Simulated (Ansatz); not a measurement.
Input and command of a plane-wave DFT calculation in Ansatz:

```yaml
crystal:
  lattice:
    - [-1.6342676468, 1.6342676468, 1.6342676468]
    - [1.6342676468, -1.6342676468, 1.6342676468]
    - [1.6342676468, 1.6342676468, -1.6342676468]
  atoms:
    - { symbol: Ag, position: [0.0, 0.0, 0.0] }
basis:
  ecutwfc: 500
kpoints:
  mp_grid: { grid: [14, 14, 14] }
hamiltonian:
  xc: r2scan
scf:
  occupations: { method: gaussian, width: 0.15 }
output:
  forces: true
  stress: true
  eigenvalues: true
  write_density: true
  write_potential: true
  elf: true
  volumetric_format: npy
```

```bash
ansatz run input.yaml --threads 1 --pin off --max-ram 2560MiB --backend cpu --events-out ev --progress --plain --runs-dir out
```

Processor: Intel(R) Xeon(R) Processor @ 2.50GHz (Skylake/Cascade Lake), 1 thread, on a host shared with other jobs.

Question: Estimate time, memory and problem size.

Answer: About 9.2 s on 1 thread of Intel(R) Xeon(R) Processor @ 2.50GHz (Skylake/Cascade Lake) (shared host), peak memory 0.38 GiB. It solves 14 bands at 104 k points (the mesh reduced by symmetry) with about 429 plane waves, in 6 SCF iterations.
